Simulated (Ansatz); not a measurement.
Input for Ansatz (plane-wave DFT, PAW):

```yaml
crystal:
  lattice:
    - [2.9137314934, 0.0, 0.0]
    - [-1.4568657467, 2.5233654931, 0.0]
    - [0.0, 0.0, 5.0342312465]
  atoms:
    - { symbol: Pt, position: [0.6666666667, 0.3333333333, 0.75] }
    - { symbol: Pt, position: [0.3333333333, 0.6666666667, 0.25] }
    - { symbol: H, position: [0.0, 0.0, 0.0] }
    - { symbol: H, position: [1.0, 1.0, 0.5] }
basis:
  ecutwfc: 420
kpoints:
  mp_grid: { grid: [12, 12, 8] }
hamiltonian:
  xc: pbe
scf:
  occupations: { method: gaussian, width: 0.1 }
output:
  forces: true
  stress: true
  eigenvalues: true
relax:
  adjacent_minimum: "off"
  f_tol: 0.025
  max_steps: 70
  cell: { stress_tol: 0.12 }
```

Launched with
```bash
ansatz run input.yaml --threads 2 --pin off --max-ram 5120MiB --backend cpu --events-out ev --progress --plain --runs-dir out
```

The calculation used Ansatz 0.2.0, DFT PBE, scalar-relativistic, plane waves, PAW.

Part of what the program printed, abridged (iterations and final results):

```
SCF iter   1: F=—  HF=-25076.773001 eV  |F-HF|=—  |Δ(HF+E_count)|=         —  Δρ=5.45e-3  dr2=9.12e-3  ethr=1.77e-3  ⟨swp⟩=4.8  Hψ=8102  notcnv=0
SCF iter   2: F=—  HF=-25076.775020 eV  |F-HF|=—  |Δ(HF+E_count)|=   2.02e-3  Δρ=2.81e-3  dr2=2.20e-3  ethr=2.40e-5  ⟨swp⟩=2.3  Hψ=3817  notcnv=0
SCF iter   3: F=—  HF=-25076.775355 eV  |F-HF|=—  |Δ(HF+E_count)|=   3.35e-4  Δρ=5.36e-4  dr2=5.45e-5  ethr=5.79e-6  ⟨swp⟩=2.0  Hψ=3083  notcnv=0
SCF iter   4: F=—  HF=-25076.775356 eV  |F-HF|=—  |Δ(HF+E_count)|=   1.12e-6  Δρ=8.77e-5  dr2=2.36e-6  ethr=1.43e-7  ⟨swp⟩=2.0  Hψ=3607  notcnv=0
SCF iter   5: F=—  HF=-25076.775356 eV  |F-HF|=—  |Δ(HF+E_count)|=   1.40e-7  Δρ=2.05e-5  dr2=1.17e-7  ethr=6.22e-9  ⟨swp⟩=2.1  Hψ=3157  notcnv=0
SCF iter   6: F=-25076.775356 eV  HF=-25076.775356 eV  |F-HF|=7.35e-10  |Δ(HF+E_count)|=   3.32e-9  Δρ=3.41e-6  dr2=3.67e-9  ethr=2.63e-10  ⟨swp⟩=4.5  Hψ=7092  notcnv=0
SCF 1 converged in 6 iterations: F = -25076.775356 eV  dr2 = 3.67e-9
relax step   1: F+E_penalty+E_count = -25076.77535618 eV  Δ(F+E_penalty+E_count) = +0.000e0 eV  max|allowed force component| = 7.401e-17 eV/Å  Δτ_max = 0.0000 Å  P = -0.320 GPa  Ω = 37.014 Å³  (6 SCF iters, dr2 threshold 1.00e-7 eV, accepted)
Crystal: 4 atoms, lattice volume = 36.860 Å³
Initial density: handed on by an earlier stage of this run
Initial wavefunctions: those handed on with the density
SCF iter   1: F=—  HF=-25076.775837 eV  |F-HF|=—  |Δ(HF+E_count)|=         —  Δρ=6.78e-4  dr2=8.62e-5  ethr=3.08e-7  ⟨swp⟩=2.0  Hψ=12341  notcnv=0
SCF iter   2: F=—  HF=-25076.775825 eV  |F-HF|=—  |Δ(HF+E_count)|=   1.22e-5  Δρ=3.06e-4  dr2=1.28e-5  ethr=2.27e-7  ⟨swp⟩=2.3  Hψ=3141  notcnv=0
SCF iter   3: F=—  HF=-25076.775826 eV  |F-HF|=—  |Δ(HF+E_count)|=   8.30e-7  Δρ=5.33e-5  dr2=5.45e-7  ethr=3.38e-8  ⟨swp⟩=1.0  Hψ=2195  notcnv=0
SCF iter   4: F=-25076.775826 eV  HF=-25076.775826 eV  |F-HF|=2.62e-9  |Δ(HF+E_count)|=   1.19e-8  Δρ=7.16e-6  dr2=5.20e-9  ethr=1.43e-9  ⟨swp⟩=2.0  Hψ=3094  notcnv=0
SCF iter   5: F=-25076.775826 eV  HF=-25076.775826 eV  |F-HF|=7.28e-12  |Δ(HF+E_count)|=   3.42e-9  Δρ=6.65e-7  dr2=4.90e-11  ethr=1.37e-11  ⟨swp⟩=2.3  Hψ=3530  notcnv=0
SCF iter   6: F=-25076.775826 eV  HF=-25076.775826 eV  |F-HF|=3.64e-12  |Δ(HF+E_count)|=  2.91e-11  Δρ=1.10e-7  dr2=1.45e-12  ethr=1.00e-12  ⟨swp⟩=1.0  Hψ=4750  notcnv=0
SCF 2 converged in 6 iterations: F = -25076.775826 eV  dr2 = 1.45e-12
relax step   2: F+E_penalty+E_count = -25076.77582583 eV  Δ(F+E_penalty+E_count) = -4.696e-4 eV  max|allowed force component| = 7.401e-17 eV/Å  Δτ_max = 0.0000 Å  P = +0.654 GPa  Ω = 36.860 Å³  energy of the carried Pulay correction = +1.526e-4 eV  (6 SCF iters, dr2 threshold 4.00e-7 eV, accepted)
Crystal: 4 atoms, lattice volume = 36.976 Å³
SCF iter   1: F=—  HF=-25076.775951 eV  |F-HF|=—  |Δ(HF+E_count)|=         —  Δρ=2.28e-4  dr2=2.07e-5  ethr=4.26e-8  ⟨swp⟩=2.0  Hψ=10318  notcnv=0
SCF iter   2: F=—  HF=-25076.775944 eV  |F-HF|=—  |Δ(HF+E_count)|=   6.09e-6  Δρ=1.39e-4  dr2=7.22e-6  ethr=4.26e-8  ⟨swp⟩=1.0  Hψ=2185  notcnv=0
SCF iter   3: F=-25076.775942 eV  HF=-25076.775942 eV  |F-HF|=8.06e-8  |Δ(HF+E_count)|=   2.33e-6  Δρ=1.86e-5  dr2=1.45e-7  ethr=1.90e-8  ⟨swp⟩=2.3  Hψ=3061  notcnv=0
SCF iter   4: F=-25076.775942 eV  HF=-25076.775942 eV  |F-HF|=7.42e-10  |Δ(HF+E_count)|=   3.96e-8  Δρ=5.20e-6  dr2=4.60e-9  ethr=3.82e-10  ⟨swp⟩=2.5  Hψ=3031  notcnv=0
SCF iter   5: F=-25076.775942 eV  HF=-25076.775942 eV  |F-HF|=1.09e-11  |Δ(HF+E_count)|=   1.36e-9  Δρ=5.67e-7  dr2=1.04e-10  ethr=1.21e-11  ⟨swp⟩=2.2  Hψ=2826  notcnv=0
SCF iter   6: F=-25076.775942 eV  HF=-25076.775942 eV  |F-HF|=1.09e-11  |Δ(HF+E_count)|=  1.09e-11  Δρ=1.50e-7  dr2=7.78e-12  ethr=1.00e-12  ⟨swp⟩=1.0  Hψ=4751  notcnv=0
SCF 3 converged in 6 iterations: F = -25076.775942 eV  dr2 = 7.78e-12
relax step   3: F+E_penalty+E_count = -25076.77594208 eV  Δ(F+E_penalty+E_count) = -1.163e-4 eV  max|allowed force component| = 4.626e-17 eV/Å  Δτ_max = 0.0000 Å  P = -0.030 GPa  Ω = 36.976 Å³  energy of the carried Pulay correction = +4.263e-5 eV  (6 SCF iters, dr2 threshold 4.00e-7 eV, accepted)
Initial wavefunctions: pseudopotential atomic-orbital guess (no wavefunctions were taken with the density)
SCF iter   1: F=—  HF=-25076.775908 eV  |F-HF|=—  |Δ(HF+E_count)|=         —  Δρ=8.75e-5  dr2=7.00e-8  ethr=2.69e-9  ⟨swp⟩=4.4  Hψ=15691  notcnv=0
SCF iter   2: F=—  HF=-25076.775911 eV  |F-HF|=—  |Δ(HF+E_count)|=   2.14e-6  Δρ=4.37e-5  dr2=1.66e-8  ethr=1.84e-10  ⟨swp⟩=1.0  Hψ=2185  notcnv=0
SCF iter   3: F=-25076.775912 eV  HF=-25076.775912 eV  |F-HF|=1.05e-9  |Δ(HF+E_count)|=   1.63e-6  Δρ=1.23e-6  dr2=8.63e-11  ethr=4.37e-11  ⟨swp⟩=2.0  Hψ=2378  notcnv=0
SCF iter   4: F=-25076.775912 eV  HF=-25076.775912 eV  |F-HF|=7.28e-12  |Δ(HF+E_count)|=   1.08e-9  Δρ=1.39e-7  dr2=3.27e-12  ethr=1.00e-12  ⟨swp⟩=2.2  Hψ=3018  notcnv=0
SCF iter   5: F=-25076.775912 eV  HF=-25076.775912 eV  |F-HF|=7.28e-12  |Δ(HF+E_count)|=  1.09e-11  Δρ=3.02e-8  dr2=1.30e-13  ethr=1.00e-12  ⟨swp⟩=1.0  Hψ=2185  notcnv=0
SCF iter   6: F=-25076.775912 eV  HF=-25076.775912 eV  |F-HF|=1.46e-11  |Δ(HF+E_count)|=    0.00e0  Δρ=5.86e-9  dr2=3.95e-15  ethr=1.00e-12  ⟨swp⟩=1.0  Hψ=2185  notcnv=0
SCF iter   7: F=-25076.775912 eV  HF=-25076.775912 eV  |F-HF|=3.64e-12  |Δ(HF+E_count)|=  1.09e-11  Δρ=9.77e-10  dr2=1.54e-16  ethr=1.00e-12  ⟨swp⟩=1.0  Hψ=4750  notcnv=0
SCF 4 converged in 7 iterations: F = -25076.775912 eV  dr2 = 1.54e-16
SCF converged after 7 iterations
Free energy (F): -25076.775912 eV
Harris-Foulkes:  -25076.775912 eV  (|F-HF|=3.64e-12)
Internal energy: -25076.771582 eV  (E = F + TS)
E sigma→0 (E₀):  -25076.773747 eV
Entropy (-TS):   -0.004330 eV (-1.083 meV/atom)
Fermi energy:    19.830997 eV
--- Per-component energies (eV) ---
  E_band       = -356.664688
  E_kinetic    = 1302.176270
  E_local      = -3321.597855  (includes V_loc(G=0)·N_el)
  E_nonlocal   = 404.752327
  E_hartree    = 1232.015729
  E_xc         = -540.740960
  E_vxc        = -628.016701  (∫ρ·V_xc dr)
  E_paw        = -18909.514470  (= ΣΔE_a)
  E_vpaw       = -578.008916  (= ΣTr[D̂ρ^β])
  E_aug_tail   = -0.001269  (compensation charges beyond the density's cutoff)
  E_ewald      = -5243.861353
  E_smearing   = -0.004330  (= −TS)
--- Forces (eV/Å), atoms counted from 1 ---
  atom   1  Pt     0.00000000     0.00000000     0.00000000
  atom   2  Pt     0.00000000     0.00000000     0.00000000
  atom   3  H      0.00000000     0.00000000     0.00000000
  atom   4  H      0.00000000     0.00000000     0.00000000
--- Stress (GPa, compression-positive) ---
       -0.027132       0.000000       0.000000
        0.000000      -0.027132       0.000000
        0.000000       0.000000      -0.036273
  P = ⅓ Tr σ = -0.0302 GPa (-0.302 kbar)
--- Band table (eV; the first three rows and the last of 95) ---
  k-point 0: bands = ["-78.4255", "-78.4169", "-32.7847", "-32.6050", "-32.6050", "-32.5967", "-32.5826", "-32.5826", "7.8801", "12.8389", "13.4964", "15.8250", "16.2141", "16.2141", "16.6258", "16.6258", "17.5144", "17.5144", "18.6743", "18.6743", "22.2686", "26.5396", "31.7556"]
  k-point 1: bands = ["-78.4252", "-78.4172", "-32.7776", "-32.6041", "-32.6041", "-32.6040", "-32.5834", "-32.5834", "7.9928", "12.2577", "13.9261", "15.7828", "16.1979", "16.1979", "16.5839", "16.5839", "17.5955", "17.5955", "18.6651", "18.6651", "22.5358", "26.4200", "31.4567"]
  k-point 2: bands = ["-78.4243", "-78.4182", "-32.7575", "-32.6246", "-32.6017", "-32.6017", "-32.5859", "-32.5859", "8.3262", "11.3566", "14.4320", "15.6577", "16.1746", "16.1746", "16.4779", "16.4779", "17.8027", "17.8027", "18.6201", "18.6201", "23.2424", "26.1064", "30.9950"]
  k-point 94: bands = ["-78.4085", "-78.4085", "-32.7693", "-32.7693", "-32.7525", "-32.7525", "-32.6372", "-32.6372", "12.1737", "12.1737", "14.5975", "14.5975", "16.1239", "16.1239", "16.8776", "16.8776", "18.8923", "18.8923", "22.8737", "22.8737", "23.9289", "23.9289", "24.0452"]
--- Relaxed structure (3 steps of the walk, 3 accepted, 1 SCFs on fresh bases) ---
  F+E_penalty+E_count = -25076.77591219 eV   max|allowed force component| = 1.619e-17 eV/Å   (the final SCF, on the basis selected at the relaxed cell)
  cell:  # Å, volume = 36.9756 Å³
    - [2.90506446, 0.0, 0.0]
    - [-1.45253223, 2.51585962, 0.0]
    - [0.0, 0.0, 5.05909547]
  atoms:
    - { symbol: Pt, position: [0.66666666, 0.33333333, 0.75] }
    - { symbol: Pt, position: [0.33333333, 0.66666666, 0.25] }
    - { symbol: H, position: [0.0, 0.0, 0.0] }
    - { symbol: H, position: [1.0, 1.00000000, 0.5] }
```

The relaxation met its thresholds.

It took 8.5 s on 2 threads of Arm Neoverse V1, on a shared host, peak memory 0.36 GiB.

Spin–orbit coupling is left out, which can shift energies with elements as heavy as these.